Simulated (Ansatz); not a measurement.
Here is an Ansatz 0.2.0 calculation.

The input input.yaml:

```yaml
crystal:
  lattice:
    - [-1.44279332, 1.44279332, 1.37608145]
    - [1.44279332, -1.44279332, 1.37608145]
    - [1.44279332, 1.44279332, -1.37608145]
  atoms:
    - { symbol: Cu, position: [0.0, 0.0, 0.0] }
kpoints:
  mp_grid: { grid: [13, 13, 13] }
  band_path:
    path:
      - [0.0, 0.0, 0.0]
      - [0.0, 0.0, 0.5]
      - [-0.5, 0.5, 0.5]
      - [0.0, 0.0, 0.0]
      - [0.4774154906, 0.4774154906, -0.4774154906]
      - [0.25, 0.25, 0.25]
      - [0.0, 0.5, 0.0]
      - [-0.4774154906, 0.5225845094, 0.4774154906]
    npoints: 8
scf:
  occupations: { method: fermi_dirac, width: 0.05 }
hamiltonian:
  xc: pbesol
  pseudopotentials:
    kind: all_electron
    lapw: { basis_error: 0.001 }
    dirac_shells: { Cu: ["2p"] }
output:
  forces: true
  stress: true
  eigenvalues: true
```

Potentials or basis: all-electron LAPW, inner shells corrected to Dirac's equation.

Command:

```bash
$ ansatz run input.yaml --threads 1 --pin off --max-ram 3072MiB --backend cpu --events-out ev --progress --plain --runs-dir out
```

Question: Estimate the pressure.

Answer: -1.4 GPa.

Question: What does it give for the band gap along the path?

Answer: None (metal or under the smearing width).

Levels at the corners of the path, in eV from the Fermi level:
```csv
point,band 5,band 6,band 7,band 8,band 9,band 10,band 11,band 12,band 13,band 14
Γ,-9.61,-3.24,-3.04,-3.04,-2.15,-1.94,24.91,24.91,26.16,28.90
X,-5.20,-3.70,-2.22,-1.97,-1.28,-0.93,4.21,18.61,18.87,22.52
M,-4.77,-4.72,-1.45,-1.45,-1.40,7.70,7.70,9.55,13.42,14.04
Γ,-9.61,-3.24,-3.04,-3.04,-2.15,-1.94,24.91,24.91,26.16,28.90
Z,-4.75,-4.70,-1.48,-1.48,-1.41,7.78,7.78,9.12,13.44,14.20
P,-3.87,-3.87,-3.77,-1.94,-1.84,6.43,6.76,6.76,7.87,38.18
N,-5.15,-3.95,-2.06,-1.83,-1.25,-0.56,4.74,17.35,17.44,21.36
Z1,-4.75,-4.70,-1.48,-1.48,-1.41,7.78,7.78,9.12,13.44,14.20
```
